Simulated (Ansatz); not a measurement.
**Band table of BAs**

```xyz
2
Lattice="0.0000 2.4363 2.3885 2.4363 0.0000 2.3885 2.4363 2.4363 0.0000" Properties=species:S:1:pos:R:3 pbc="T T T"
B     0.0000    0.0000    0.0000
As    3.6544    3.6544    3.5827
```

Atom numbers follow the list: B1, As2.

The geometry is COD entry 9008833, unchecked; take it as a test cell. The listed cell was then made from it by scaling, straining or moving an atom.

Computed with Ansatz 0.2.0, DFT, LDA, all-electron LAPW, scalar-relativistic.

Settings: a Γ-centred 15×15×15 k mesh, Fermi–Dirac smearing of 0.03 eV, basis error target 0.25 meV/atom, no spin polarisation.

Path points, in fractions of the reciprocal vectors: Γ (0.000, 0.000, 0.000), X (0.000, 0.500, 0.500), P (0.250, 0.750, 0.500), N (0.000, 0.500, 0.000), M (0.500, 0.500, 0.000), S (0.380, 0.620, 0.000), S0 (-0.380, 0.380, 0.000). Levels in eV from the valence-band top; bands 11 to 16, counted from the lowest band of the run. The gap is 0.88 eV, indirect from Γ to the line Γ–M (0.5, 0.5, 0).

```
# k(1/Å) point b11 b12 b13 b14 b15 b16
0.000 Γ -15.16 -0.18 -0.18 0.00 3.00 3.13
0.258 - -14.95 -1.19 -0.95 -0.81 2.63 3.98
0.516 - -14.34 -3.16 -2.15 -2.07 1.90 4.95
0.774 - -13.35 -5.30 -3.14 -3.09 1.34 3.48
1.032 - -12.12 -7.29 -3.77 -3.73 1.13 2.16
1.290 X -11.30 -8.37 -3.98 -3.95 1.33 1.43
1.421 - -11.28 -8.33 -4.12 -4.10 1.61 1.69
1.553 - -11.25 -8.23 -4.48 -4.43 2.38 2.40
1.684 - -11.20 -8.09 -4.91 -4.77 3.40 3.45
1.816 - -11.16 -7.95 -5.25 -5.02 4.50 4.71
1.947 P -11.15 -7.89 -5.38 -5.11 5.23 5.69
2.130 - -11.33 -7.84 -5.60 -4.43 4.67 5.60
2.312 - -11.73 -7.97 -5.10 -3.49 4.09 4.94
2.494 - -12.11 -8.26 -3.96 -2.61 3.63 4.48
2.677 - -12.37 -8.50 -2.67 -1.98 2.90 4.42
2.859 N -12.45 -8.58 -1.98 -1.76 2.30 4.52
3.084 - -12.94 -7.78 -1.87 -1.65 2.37 4.55
3.309 - -13.81 -5.99 -1.54 -1.35 2.56 4.53
3.534 - -14.54 -3.78 -1.04 -0.88 2.84 4.15
3.758 - -15.00 -1.49 -0.47 -0.34 3.10 3.44
3.983 Γ -15.16 -0.18 -0.18 0.00 3.00 3.13
4.246 - -14.94 -1.03 -0.98 -0.98 2.48 4.14
4.509 - -14.31 -2.99 -2.24 -2.24 1.70 4.96
4.772 - -13.28 -5.12 -3.27 -3.27 1.10 3.42
5.035 - -12.00 -7.11 -3.92 -3.92 0.88 2.00
5.299 M -11.15 -8.21 -4.15 -4.15 1.10 1.21
5.386 - -11.15 -8.20 -4.29 -4.12 1.16 1.38
5.474 - -11.14 -8.16 -4.64 -4.06 1.24 1.95
5.561 - -11.13 -8.09 -5.07 -3.95 1.34 2.78
5.649 - -11.15 -8.00 -5.48 -3.81 1.49 3.76
5.736 S -11.22 -7.91 -5.77 -3.62 1.68 4.82
6.060 - -11.85 -8.05 -4.72 -2.94 2.42 6.21
6.385 - -12.38 -8.51 -2.32 -2.13 2.67 4.61
6.709 - -12.38 -8.51 -2.32 -2.13 2.67 4.61
7.033 - -11.85 -8.05 -4.72 -2.94 2.42 6.21
7.358 S0 -11.22 -7.91 -5.77 -3.62 1.68 4.82
7.635 - -11.94 -7.36 -5.67 -2.83 2.48 7.04
7.912 - -13.14 -6.07 -4.51 -1.84 3.31 5.40
8.189 - -14.22 -4.12 -2.84 -0.93 3.53 4.16
8.467 - -14.92 -1.79 -1.02 -0.36 3.28 3.39
8.744 Γ -15.16 -0.18 -0.18 0.00 3.00 3.13
```
